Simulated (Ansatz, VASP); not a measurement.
Se in VASP and in Ansatz

```
Se
1.0
     4.26626    0.00000    0.00000
    -2.13313    3.69469    0.00000
     0.00000    0.00000    4.84841
Se
3
Direct
  0.78300 0.78300 0.50000
  0.00000 0.21700 0.83333
  0.21700 0.00000 0.16667
```

Change from the starting cell: volume scaled by 0.94.

Alike in both runs: task single point; functional PBE; k mesh 7 × 7 × 6; occupations fermi-dirac, width 0.05 eV; no spin polarisation.

|  | VASP | Ansatz |
| --- | --- | --- |
| version | VASP 6.6.1 | Ansatz 0.2.0 |
| potentials or method | VASP PAW PBE potentials, release 64 (Se) | Ansatz PAW |
| plane-wave cutoff (eV) | 520 | 420 |
| valence electrons in the cell | 18 | 48 |

VASP gave:

```
gap on the k mesh at the Fermi level (eV)       : 1.22
least direct gap on the mesh (eV)               : 1.44
pressure (GPa)                                  : 10.7
largest component of the traceless stress (GPa) : 3.98
rms of the force components (eV/Å)              : 1.171
```

Problem. Which values does Ansatz return?

Solution. gap on the k mesh at the Fermi level (eV): 1.23; least direct gap on the mesh (eV): 1.46; pressure (GPa): 10.4; largest component of the traceless stress (GPa): 3.87; rms of the force components (eV/Å): 1.136.

Atom by atom the forces differ by 0.035 eV/Å (rms over components). The two sets of potentials don't hold the same shells in valence.

Caveats: forces of over 1 eV/Å show positions far from the minimum, so gaps and moduli don't describe the material at rest; an odd mesh through Γ misses points on the zone boundary, where band edges often lie (VASP); odd divisions of the mesh miss points on the zone boundary, where band edges often lie, so the gap on the mesh can be too wide (Ansatz).
